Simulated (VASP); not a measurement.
ZrH:

```
Zr H
1.0
     0.00000    2.15327    2.15327
     2.15327    0.00000    2.15327
     2.15327    2.15327    0.00000
Zr H
1 1
Direct
  0.00000 0.00000 0.00000
  0.50000 0.50000 0.50000
```

The cell was built by a generator and needn't be a form met in nature.

* Program: VASP 6.6.1
* Task: relaxation of cell and atoms
* Functional: PBE
* Potentials or basis: VASP PAW PBE potentials, release 64 (Zr_sv, H)
* Cutoff: 520 eV
* k mesh: 8 × 8 × 8
* Occupations: gaussian, width 0.15 eV
* Spin: no spin polarisation

At the start: pressure 34.1 GPa; volume 9.98 Å³/atom.

Q: Where does the relaxation end?

A: Over 3 steps the energy falls by 205.0 meV/atom and the volume is 12.19 Å³/atom (+22.1 %); space group Fm-3m (No. 225, to 0.05 Å).

The path:
| step | energy change (eV) | largest force (eV/Å) | pressure (GPa) | volume (Å³) |
| --- | --- | --- | --- | --- |
| 1 | 0.0000 | 0.0000 | 34.12 | 19.97 |
| 2 | -0.3324 | 0.0000 | -9.49 | 26.76 |
| 3 | -0.4099 | 0.0000 | -0.02 | 24.38 |

Final structure:
```xyz
2
Lattice="0.0000 2.3015 2.3015 2.3015 0.0000 2.3015 2.3015 2.3015 0.0000" Properties=species:S:1:pos:R:3 pbc="T T T"
Zr    0.0000    0.0000    0.0000
H     2.3015    2.3015    2.3015
```

Caveat: the volume moved by over 15 % at a fixed basis, so the end points are rough.
